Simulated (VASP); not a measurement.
Set up this calculation in VASP 6.6.1, as the native input.

```yaml
Task: relaxation of cell and atoms
Functional: PBE
Dispersion: D3(BJ)
Potentials_or_basis: VASP PAW PBE potentials, release 64 (Sn_d, S)
Cutoff: 600 eV
k_mesh: 9 × 9 × 5
Occupations: gaussian, width 0.03 eV
Spin: no spin polarisation
Further_INCAR_settings: ALGO = Normal; EDIFF = 1e-07; IBRION = 2; EDIFFG = -0.005; NSW = 90; ISIF = 3
```

The structure of SnS2 (Berndtite-2T) lies in POSCAR:

```
SnS2                                    
1.0
    3.6672149456     -0.0000000000     -0.0000000000
   -1.8336074728      3.1759013041      0.0000000000
    0.0000000000     -0.0000000000      5.8130285796
  Sn              S             
     1     2
Direct
     0.0000000000000000    0.0000000000000000    0.0000000000000000
     0.3333333332999970    0.6666666667000030    0.2543667572309403
     0.6666666667000030    0.3333333332999970    0.7456332427690595
```

The input as run:

INCAR

```
ALGO = Normal
EDIFF = 1E-7
EDIFFG = -0.005
ENCUT = 600
GGA = PE
IBRION = 2
ISIF = 3
ISMEAR = 0
IVDW = 12
KPAR = 2
LASPH = T
LCHARG = F
LREAL = F
LWAVE = F
NELM = 80
NSW = 90
PREC = Accurate
SIGMA = 0.03
```

KPOINTS

```
k-points
0
Gamma
  9 9 5
```

Potentials or basis: VASP PAW PBE potentials, release 64 (Sn_d, S).

Run with:

```bash
$ cat potpaw_PBE.64/Sn_d/POTCAR potpaw_PBE.64/S/POTCAR > POTCAR
$ mpirun -np 2 vasp_std > vasp.out
```

Results of the run:

```yaml
Relaxed_volume: 22.56 Å³/atom
Relaxed_cell: a = 3.667 Å, b = 3.667 Å, c = 5.811 Å, α = 90.00°, β = 90.00°, γ = 120.00°
Space_group_after_relaxing_to_0.05_Å: P-3m1 (No. 164)
Energy_gained_by_relaxing: 0.0 meV/atom
Ionic_steps: 2
Pressure_after_relaxing: 0.0 GPa
Largest_force_after_relaxing: 0.005 eV/Å
Band_gap_on_the_k_mesh: 1.31 eV, indirect (least direct gap 1.75 eV)
Dispersion_energy_per_atom: -0.328 eV
```

Caveat: spin-orbit coupling is left out, which moves the levels of the heavy elements; an odd mesh through Γ misses points on the zone boundary, where band edges often lie.

Run time: 55 s on 2 MPI ranks on Intel(R) Xeon(R) Platinum 8488C (Sapphire Rapids), on a shared host, peak memory 0.23 GiB a rank.
